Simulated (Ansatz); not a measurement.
input.yaml (Ansatz)

```yaml
crystal:
  lattice:
    - [0.0, 3.6969453729, 3.6969453729]
    - [3.6969453729, 0.0, 3.6969453729]
    - [3.6969453729, 3.6969453729, 0.0]
  atoms:
    - { symbol: Rb, position: [0.0, 0.0, 0.0] }
hamiltonian:
  xc: rpbe
  pseudopotentials:
    kind: paw
    azcp:
      Rb: "pseudopotentials/Rb.paw.azcp"
basis:
  ecutwfc: 420
  fft_grid_basis: typed
kpoints:
  mp_grid: { grid: [12, 12, 12], shift: [0, 0, 0] }
magnetization:
  spin_polarized: false
scf:
  occupations: { method: fermi_dirac, width: 0.1 }
```

Output

```
Engine: ansatz 0.2.0, x86_64-unknown-linux-gnu
Pseudopotentials: kind: paw
Pseudopotential: Rb, paw, valence charge 9, recommended cutoff 420 eV (normal) 
Functional definition: RPBE
  parameter kappa = 0.804
  parameter beta = 0.06672455060314922
  exchange = rpbe_x(kappa = kappa, mu = beta*pi^2/3)
  correlation = pbe_c(beta = beta)
Crystal: 1 atoms, lattice volume = 101.055 Å³
Basis set: ecut = 420 eV, 1989 PW (Γ)
Bands: 9, of which v1, the nominal top of the filled ones, is band 5 counted from 1 (4 counted from 0)
Symmetry: 48 space group operations
Space group: Fm-3m (ITA 225), of the structure as read, at distance tolerance 4.7e-5 Å
k-points: 72 of 1728
Non-local potential: Rb, projectors of the file, l = 0: 3, l = 1: 2, l = 2: 2
PAW form: soft (Blöchl's): semilocal exchange-correlation on the pseudo side does not see the compensation charge
PAW frozen core: Rb, regenerated for the run's functional, and the local potential with it (the file was generated under x = pbe(κ = 0.804, μ = 0.2195149727645171), c = pbe(β = 0.06672455060314922))
PAW one-centre angular grid: Rb, 110 points (default); XC on 64 Gauss nodes
Initial density: superposition of atomic densities (neutral atoms: chi_scale 0, normalization atom), corrected by the library's trained network
Initial wavefunctions: pseudopotential atomic-orbital guess
Functional: x = rpbe, c = pbe(β = 0.06672455060314922)
SCF iter   1: F=—  HF=-3274.144375 eV  |F-HF|=—  |Δ(HF+E_count)|=         —  Δρ=9.61e-4  dr2=4.81e-4  ethr=1.77e-3  ⟨swp⟩=7.4  Hψ=5492  notcnv=0
SCF iter   2: F=—  HF=-3274.145551 eV  |F-HF|=—  |Δ(HF+E_count)|=   1.18e-3  Δρ=6.18e-4  dr2=2.14e-4  ethr=5.34e-6  ⟨swp⟩=2.5  Hψ=1551  notcnv=0
SCF iter   3: F=—  HF=-3274.145698 eV  |F-HF|=—  |Δ(HF+E_count)|=   1.47e-4  Δρ=1.32e-4  dr2=8.98e-6  ethr=2.37e-6  ⟨swp⟩=2.0  Hψ=773  notcnv=0
SCF iter   4: F=—  HF=-3274.145704 eV  |F-HF|=—  |Δ(HF+E_count)|=   6.23e-6  Δρ=4.63e-5  dr2=3.11e-6  ethr=9.97e-8  ⟨swp⟩=2.3  Hψ=860  notcnv=0
SCF iter   5: F=—  HF=-3274.145708 eV  |F-HF|=—  |Δ(HF+E_count)|=   3.70e-6  Δρ=1.67e-5  dr2=6.43e-7  ethr=3.46e-8  ⟨swp⟩=1.9  Hψ=772  notcnv=0
SCF iter   6: F=-3274.145708 eV  HF=-3274.145708 eV  |F-HF|=5.10e-9  |Δ(HF+E_count)|=   1.39e-7  Δρ=7.75e-6  dr2=7.21e-8  ethr=1.11e-9  ⟨swp⟩=1.0  Hψ=1638  notcnv=0
SCF 1 converged in 6 iterations: F = -3274.145708 eV  dr2 = 7.21e-8
SCF converged after 6 iterations
Free energy (F): -3274.145708 eV
Harris-Foulkes:  -3274.145708 eV  (|F-HF|=5.10e-9)
Internal energy: -3274.115063 eV  (E = F + TS)
E sigma→0 (E₀):  -3274.130385 eV
Entropy (-TS):   -0.030645 eV (-30.645 meV/atom)
Fermi energy:    1.651664 eV
--- Per-component energies (eV) ---
  E_band       = -122.411978
  E_kinetic    = 190.737552
  E_local      = -729.230075  (includes V_loc(G=0)·N_el)
  E_nonlocal   = 172.354478
  E_hartree    = 207.591932
  E_xc         = -129.867700
  E_vxc        = -135.297257  (∫ρ·V_xc dr)
  E_paw        = -2624.008803  (= ΣΔE_a)
  E_vpaw       = -36.163520  (= ΣTr[D̂ρ^β])
  E_aug_tail   = -0.000001  (compensation charges beyond the density's cutoff)
  E_ewald      = -361.626351
  E_core_change = -0.066094  (= ΣΔE_core)
  E_smearing   = -0.030645  (= −TS)
  E_closure    = 0.000000  (closes the sum)
  Σ components = -3274.145708   (vs F -3274.145708, Δ=0.00e0)
```

Command:

```sh
ansatz run input.yaml --threads 2 --pin off --max-ram 5120MiB --backend cpu --events-out ev --progress --plain --runs-dir out
```

On 2 threads of Intel(R) Xeon(R) Platinum 8488C (Sapphire Rapids) (shared host) this took about 2.1 s of wall time and 3.6 s of CPU time.
